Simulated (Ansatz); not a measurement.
Input of an Ansatz 0.2.0 run:

The input input.yaml:

```yaml
crystal:
  lattice:
    - [4.0896976867, 0.0, 0.0]
    - [-2.0448488433, 3.5417820905, 0.0]
    - [0.0, 0.0, 3.788167]
  atoms:
    - { symbol: Pb, position: [0.0, 0.0, 0.0] }
    - { symbol: S, position: [0.6666666667, 0.3333333333, 0.5] }
hamiltonian:
  xc: pbesol
  pseudopotentials: { kind: paw }
kpoints:
  mp_grid: { grid: [8, 8, 7] }
  band_path:
    path:
      - [[0.0, 0.0, 0.0], [0.5, 0.0, 0.0], [0.3333333333, 0.3333333333, 0.0], [0.0, 0.0, 0.0], [0.0, 0.0, 0.5], [0.5, 0.0, 0.5], [0.3333333333, 0.3333333333, 0.5], [0.0, 0.0, 0.5]]
      - [[0.5, 0.0, 0.5], [0.5, 0.0, 0.0]]
      - [[0.3333333333, 0.3333333333, 0.0], [0.3333333333, 0.3333333333, 0.5]]
    npoints: 14
scf:
  occupations: { method: fermi_dirac, width: 0.05 }
  n_extra_bands: 6
output:
  forces: true
  stress: true
  eigenvalues: true
  fatbands: false
  write_density: true
  write_potential: true
  elf: true
  volumetric_format: npy
```

Potentials or basis: Ansatz PAW.

Command:

```sh
$ ansatz run input.yaml --threads 2 --pin off --max-ram 5632MiB --backend cpu --events-out ev --progress --plain --runs-dir out
```

Task: Predict the band gap along the path.

Result: None (metal or under the smearing width).

Task: Predict the pressure.

Result: -2.8 GPa.

Levels at the corners of the path, in eV from the Fermi level:
```csv
point,band 7,band 8,band 9,band 10,band 11,band 12,band 13,band 14
Γ,-6.42,-2.12,-1.63,-1.63,3.45,3.45,5.18,6.50
M,-8.44,-2.66,-1.79,-1.12,1.92,3.92,5.28,5.32
K,-8.55,-4.13,-0.97,0.18,1.82,3.52,3.80,8.18
Γ,-6.42,-2.12,-1.63,-1.63,3.45,3.45,5.18,6.50
A,-8.96,-1.04,-1.04,0.07,0.84,3.87,3.87,8.14
L,-7.36,-4.06,-4.02,-1.37,2.12,2.76,2.77,8.17
H,-7.06,-4.10,-3.93,-2.27,-0.37,4.19,5.85,7.61
A,-8.96,-1.04,-1.04,0.07,0.84,3.87,3.87,8.14
L,-7.36,-4.06,-4.02,-1.37,2.12,2.76,2.77,8.17
M,-8.44,-2.66,-1.79,-1.12,1.92,3.92,5.28,5.32
K,-8.55,-4.13,-0.97,0.18,1.82,3.52,3.80,8.18
H,-7.06,-4.10,-3.93,-2.27,-0.37,4.19,5.85,7.61
```

Caveat: spin-orbit coupling is left out, which moves the levels of the heavy elements; the PAW data sets come from PBE, with cores solved anew for the run's functional, which leaves a small shift of forces and pressure.
